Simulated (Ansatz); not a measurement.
# Ti2O: the cost of one run

Computed with Ansatz 0.2.0 (DFT PBE, scalar-relativistic, plane waves, PAW, unless a step's input says otherwise).

## (1) The starting structure

The structure is hexagonal, space group P-6m2 (No. 187). The conventional cell has a = 3.412 Å, b = 3.412 Å, c = 7.401 Å, α = 90.00°, β = 90.00°, γ = 120.00°. Ti (site symmetry -6m2) has 3 Ti at 1.97 Å as nearest neighbours. Ti (site symmetry 3m) has 2 Ti at 2.36 to 2.68 Å and 6 O at 2.38 Å as nearest neighbours. Around O (site symmetry -6m2) lie 3 O at 1.97 Å and 6 Ti at 2.38 Å.

Coordinates:

```cif
data_structure
_symmetry_space_group_name_H-M 'P-6m2'
_symmetry_Int_Tables_number 187
_cell_length_a 3.4121
_cell_length_b 3.4121
_cell_length_c 7.4012
_cell_angle_alpha 90.000
_cell_angle_beta 90.000
_cell_angle_gamma 120.000
_cell_volume 74.62
loop_
_atom_site_label
_atom_site_type_symbol
_atom_site_symmetry_multiplicity
_atom_site_Wyckoff_symbol
_atom_site_fract_x
_atom_site_fract_y
_atom_site_fract_z
_atom_site_occupancy
Ti1 Ti 1 f 0.66667 0.33333 0.50000 1
Ti2 Ti 1 b 0.00000 0.00000 0.50000 1
Ti3 Ti 2 i 0.66667 0.33333 0.81876 1
O1 O 1 a 0.00000 0.00000 0.00000 1
O2 O 1 c 0.33333 0.66667 0.00000 1
```

The cell is invented: random cell by space group and Wyckoff sites (P-6m2, No. 187). The dimensions are guesses.

## (2) The guess as it stands, on a coarse mesh

Contents of input.yaml:

```yaml
crystal:
  lattice:
    - [3.41209978, 0.0, 0.0]
    - [-1.70604989, 2.95496509, 0.0]
    - [0.0, 0.0, 7.40122702]
  atoms:
    - { symbol: Ti, position: [0.0, 0.0, 0.5], spin: 1.0 }
    - { symbol: Ti, position: [0.33333333, 0.66666667, 0.5], spin: 1.0 }
    - { symbol: Ti, position: [0.0, 0.0, 0.81875793], spin: 1.0 }
    - { symbol: Ti, position: [0.0, 0.0, 0.18124207], spin: 1.0 }
    - { symbol: O, position: [0.33333333, 0.66666667, 0.0] }
    - { symbol: O, position: [0.66666667, 0.33333333, 0.0] }
basis:
  ecutwfc: 420
kpoints:
  mp_grid: { grid: [6, 6, 4] }
hamiltonian:
  xc: pbe
scf:
  occupations: { method: gaussian, width: 0.1 }
  lower_state_search: "off"
output:
  forces: true
  stress: true
  eigenvalues: true
  populations: true
magnetization:
  spin_polarized: true
```

On the command line:

```bash
$ ansatz run input.yaml --threads 1 --pin off --max-ram 2560MiB --backend cpu --events-out ev --progress --plain --runs-dir out
```

What time and memory should one allow on 1 thread of AMD EPYC 7R43 (Zen 3), shared host?

About 28 s, with a peak of 0.42 GiB.
